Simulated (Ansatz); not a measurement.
The system is WC (Qusongite).

```
W C
1.0
     2.90650    0.00000    0.00000
    -1.45325    2.51710    0.00000
     0.00000    0.00000    2.83660
W C
1 1
Direct
  0.00000 0.00000 0.00000
  0.66667 0.33333 0.50000
```

Program: Ansatz 0.2.0. Alike in all runs: potentials or basis all-electron LAPW, scalar-relativistic; no spin polarisation; cell as given.

**Question.** Order these runs on this cell by their pressure, lowest first.
A. level PBE; k mesh 5 × 5 × 4; cutoff (eV) 308; smearing fermi-dirac 0.04 eV; basis error allowed 0.002 eV/atom; mesh quality coarse
B. level BLYP; k mesh 10 × 10 × 9; cutoff (eV) 335; smearing fermi-dirac 0.05 eV; basis error allowed 0.001 eV/atom; mesh quality not flagged
C. level revPBE; k mesh 10 × 10 × 9; cutoff (eV) 334; smearing fermi-dirac 0.05 eV; basis error allowed 0.001 eV/atom; mesh quality not flagged

**Answer.** A (6.3 GPa), C (8.9 GPa), B (18.6 GPa).

Caveats: some runs use coarse meshes; so large a pressure means that the cell lies far from this level's equilibrium, or that cutoff or potentials fall short (some runs); the k mesh is thin for a metal, which can move the energy by tens of meV per atom (some runs).
